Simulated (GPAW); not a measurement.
The system is TiO.

```
CELL_PARAMETERS angstrom
3.03100 0.00000 0.00000
-1.51550 2.62492 0.00000
0.00000 0.00000 3.23770
ATOMIC_POSITIONS crystal
Ti 0.66667 0.33333 0.00000
O 0.00000 0.00000 0.50000
```

- Program: GPAW 26.7.0
- Task: relaxation of cell and atoms
- Functional: PBEsol
- Potentials or basis: PAW data sets generated in the run's folder for this functional
- Cutoff: 800 eV
- Basis: pw
- k mesh: 7 × 7 × 6
- Occupations: fermi-dirac, width 0.05 eV
- Spin: no spin polarisation

At the start: pressure -40.3 GPa; volume 12.88 Å³/atom.

Question: Where does the relaxation end?

Answer: Over 8 steps the energy falls by 600.3 meV/atom and the volume is 9.47 Å³/atom (-26.5 %); space group P-6m2 (No. 187, to 0.05 Å).

Step by step:
```tsv
step	energy change (eV)	largest force (eV/Å)	pressure (GPa)	volume (Å³)
1	0.0000	0.0000	-40.29	25.76
2	-0.4353	0.0000	-36.58	24.03
3	-1.1948	0.0000	-3.87	19.20
4	-1.1981	0.0000	2.07	18.77
5	-1.1993	0.0000	0.49	18.88
6	-1.2000	0.0000	-0.08	18.92
7	-1.2005	0.0000	-0.34	18.95
8	-1.2005	0.0000	-0.12	18.93
```

Final structure:
```
Ti O
1.0
     2.79352    0.00000    0.00000
    -1.39676    2.41926    0.00000
     0.00000    0.00000    2.80171
Ti O
1 1
Direct
  0.66667 0.33333 0.00000
  0.00000 0.00000 0.50000
```

Caveat: later steps reuse the first step's grids; the volume moved by over 15 % at a fixed basis, so the end points are rough.
